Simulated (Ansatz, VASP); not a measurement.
**Be in VASP and in Ansatz**

The input INCAR:

```
  ALGO = Normal
  EDIFF = 1E-6
  ENCUT = 520
  GGA = CA
  ISIF = 2
  ISMEAR = -1
  LASPH = T
  LCHARG = T
  LELF = T
  LREAL = F
  LVHAR = T
  LWAVE = F
  NBANDS = 9
  NELM = 80
  PREC = Accurate
  SIGMA = 0.1
```

File KPOINTS:

```
k-points
0
Gamma
  13 13 13
```

The input POSCAR:

```
Be
1.0
    0.0000000000      2.3801842942      2.3801842942
    2.3801842942      0.0000000000      2.3801842942
    2.3801842942      2.3801842942      0.0000000000
Be
2
Direct
    0.1250000000      0.1250000000      0.1250000000
    0.8750000000      0.8750000000      0.8750000000
```

Input for Ansatz:

```yaml
crystal:
  lattice:
    - [0.0, 2.3801842942, 2.3801842942]
    - [2.3801842942, 0.0, 2.3801842942]
    - [2.3801842942, 2.3801842942, 0.0]
  atoms:
    - { symbol: Be, position: [0.125, 0.125, 0.125] }
    - { symbol: Be, position: [0.875, 0.875, 0.875] }
hamiltonian:
  xc: lda
  pseudopotentials:
    kind: paw
    azcp:
      Be: "pseudopotentials/Be.paw.azcp"
basis:
  ecutwfc: 420
  fft_grid_basis: typed
kpoints:
  mp_grid: { grid: [13, 13, 13], shift: [0, 0, 0] }
magnetization:
  spin_polarized: false
scf:
  occupations: { method: fermi_dirac, width: 0.1 }
  lower_state_search: "off"
output:
  stress: true
```

Alike in both runs: task single point; functional LDA; k mesh 13 × 13 × 13; occupations fermi-dirac, width 0.1 eV; no spin polarisation.

|  | VASP | Ansatz |
| --- | --- | --- |
| version | VASP 6.6.1 | Ansatz 0.2.0 |
| potentials or method | VASP PAW LDA potentials, release 64 (Be) | plane waves (420 eV) with PAW, scalar-relativistic |
| plane-wave cutoff (eV) | 520 | 420 |
| valence electrons in the cell | 4 | 4 |

```csv
,VASP,Ansatz,Ansatz less VASP
pressure (GPa),2.2,2.1,-0.12
```

Ansatz warned: «pseudo_functional_mismatch».
